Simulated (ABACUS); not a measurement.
Crystal: FeO (Wuestite).

```xyz
2
Lattice="-2.1554 0.0000 2.1554 0.0000 2.1554 2.1554 -2.1554 2.1554 0.0000" Properties=species:S:1:pos:R:3 pbc="T T T"
Fe    0.0000    0.0000    0.0000
O    -2.1554    2.1554    2.1554
```

Base run:

| Property | Result |
| --- | --- |
| Program | ABACUS 3.10.1 |
| Functional | LDA |
| Potentials or basis | GBRV ultrasoft 1.5 LDA |
| Cutoff | 544 eV |
| Density cutoff | 4354 eV |
| Basis | plane waves |
| k mesh | 9 × 9 × 9 |
| Occupations | fermi-dirac, width 0.05 eV |
| Spin | collinear spin, ferromagnetic start |
| Starting moments | [3.0, 0.0] μB |

Its results: band gap on the k mesh none (metal or under the smearing width); pressure -15.3 GPa; net moment 4.00 μB per cell.

Question: The run is repeated on the same cell with these changes: functional from LDA to PBE; potentials or basis from GBRV ultrasoft 1.5 LDA to PseudoDojo NC SR 0.5 PBE stringent; cutoff from 544 eV to 1619 eV; density cutoff from 4354 eV to 6476 eV. What comes out?

Answer: Band gap on the k mesh none (metal or under the smearing width); pressure -0.9 GPa; net moment 4.00 μB per cell.

Caveats: a cell with one magnetic atom can't hold antiferromagnetic order, which such compounds often take; semilocal functionals often make such compounds metallic where correlation or magnetic order opens a gap, which also shifts bond lengths; so large a pressure means that the cell lies far from this level's equilibrium, or that cutoff or potentials fall short (some runs).

Not every run made on this cell is shown here.
